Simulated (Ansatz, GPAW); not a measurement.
CdTe: programs and potentials compared

```
CELL_PARAMETERS angstrom
0.00000 3.20500 3.20500
3.20500 0.00000 3.20500
3.20500 3.20500 0.00000
ATOMIC_POSITIONS crystal
Te 0.75000 0.75000 0.75000
Cd 0.00000 0.00000 0.00000
```

Alike in all runs: task single point; functional PBE; k mesh 7 × 7 × 7; occupations gaussian, width 0.014 eV; no spin polarisation; no spin-orbit coupling. Pressure is positive in compression and, in plane waves, holds the error of the finite cutoff, which Ansatz's Pulay term estimates and takes out.

```json
{"program and potentials": "Ansatz, Ansatz PAW", "plane-wave cutoff (eV)": "420", "notes": "18 valence electrons an atom on average; Pulay term of +0.04 GPa included", "pressure (GPa)": "4.24"}
{"program and potentials": "GPAW, GPAW PAW data sets (gpaw-data 1.2.1)", "plane-wave cutoff (eV)": "600", "notes": "9 valence electrons an atom on average", "pressure (GPa)": "3.81"}
{"program and potentials": "Ansatz, all-electron LAPW, scalar-relativistic", "plane-wave cutoff (eV)": "-", "notes": "-", "pressure (GPa)": "4.26"}
```

The pressure spans 3.81 (GPAW, GPAW PAW data sets (gpaw-data 1.2.1)) to 4.26 GPa (Ansatz, all-electron LAPW, scalar-relativistic), with all-electron results at 4.26.

Differences between rows come from potentials, basis sets and numerical settings, since the functional is the same but for its coding. Runs on potential files found faulty are left out.

All three runs put the crystal under compression, so PBE favours a larger cell than the one used. Part of this is real, since the cell is somewhat smaller than that of CdTe at ambient pressure. The rest reflects the familiar tendency of PBE to underbind heavy-element semiconductors and overestimate their lattice constants.

The PAW result with 18 valence electrons an atom, 4.24 GPa, nearly coincides with the all-electron value of 4.26 GPa, whereas GPAW gives a lower 3.81 GPa. With 9 electrons an atom, the GPAW sets can hold the Cd 4d shell in the valence but must freeze Te 4d and the Cd 4s and 4p shells. Missing relaxation of these semicore shells may contribute to the gap, but a residual basis-set error would also lower the pressure, and differences in how the data sets were constructed could matter too. The agreement of the other two runs therefore supports the larger-valence potential at this volume, without establishing that semicore freezing causes the GPAW deviation.
